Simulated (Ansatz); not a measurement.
Wanted: the native input for an Ansatz 0.2.0 run.

| Quantity | Value |
| --- | --- |
| Task | relaxation of cell and atoms |
| Functional | PBEsol |
| Potentials or basis | Ansatz PAW |
| Cutoff | 420 eV (not typed: the program's choice for these potentials) |
| k mesh | 10 × 10 × 4 |
| Occupations | fermi-dirac, width 0.05 eV |
| Spin | no spin polarisation |
| Target pressure | 20 GPa |
| Target pressure (GPa) | 20 |

Al2O3:

```xyz
5
Lattice="3.0175 0.0000 0.0000 -1.5087 2.6132 0.0000 0.0000 0.0000 7.5746" Properties=species:S:1:pos:R:3 pbc="T T T"
Al    0.0000    0.0000    5.4693
Al    0.0000    0.0000    2.1054
O     0.0000    0.0000    3.7873
O     1.5087    0.8711    6.0638
O     0.0000    1.7421    1.5108
```

Measurements of this composition are mostly on another form, of space group No. 167.

One way to write it, as run:

input.yaml

```yaml
crystal:
  lattice:
    - [3.017482544, 0.0, 0.0]
    - [-1.508741272, 2.6132165386, 0.0]
    - [0.0, 0.0, 7.5746360022]
  atoms:
    - { symbol: Al, position: [0.0, 0.0, 0.722049] }
    - { symbol: Al, position: [0.0, 0.0, 0.277951] }
    - { symbol: O, position: [0.0, 0.0, 0.5] }
    - { symbol: O, position: [0.6666666667, 0.3333333333, 0.800546] }
    - { symbol: O, position: [0.3333333333, 0.6666666667, 0.199454] }
hamiltonian:
  xc: pbesol
  pseudopotentials: { kind: paw }
kpoints:
  mp_grid: { grid: [10, 10, 4] }
scf:
  occupations: { method: fermi_dirac, width: 0.05 }
output:
  forces: true
  stress: true
  eigenvalues: true
  write_density: true
  write_potential: true
  elf: true
  volumetric_format: npy
relax:
  f_tol: 0.01
  max_steps: 40
  cell: { stress_tol: 0.05, p_target: 20.0 }
```

Potentials or basis: Ansatz PAW.

The run is started by

```console
$ ansatz run input.yaml --threads 2 --pin off --max-ram 5632MiB --backend cpu --events-out ev --progress --plain --runs-dir out
```

Results of the run:

* Relaxed volume: 9.65 Å³/atom
* Relaxed cell: a = 2.891 Å, b = 2.891 Å, c = 6.669 Å, α = 90.00°, β = 90.00°, γ = 120.00°
* Space group after relaxing (to 0.05 Å): P-3m1 (No. 164)
* Energy change on relaxing (the enthalpy is what falls): +88.0 meV/atom
* Ionic steps: 13
* Pressure after relaxing: 20.0 GPa
* Band gap on the k mesh: 2.92 eV, direct

Caveat: the volume moved by over 15 % at a fixed basis, so the end points are rough; the plane-wave basis is chosen anew once the cell has moved, so the energies of steps on either side of that aren't comparable; the pressure holds a Pulay correction of +0.8 GPa for the finite cutoff; the PAW data sets come from PBE, with cores solved anew for the run's functional, which leaves a small shift of forces and pressure.

It took 13 s on 2 threads of INTEL(R) XEON(R) PLATINUM 8581C CPU @ 2.10GHz (Emerald Rapids), on a shared host, peak memory 0.43 GiB.
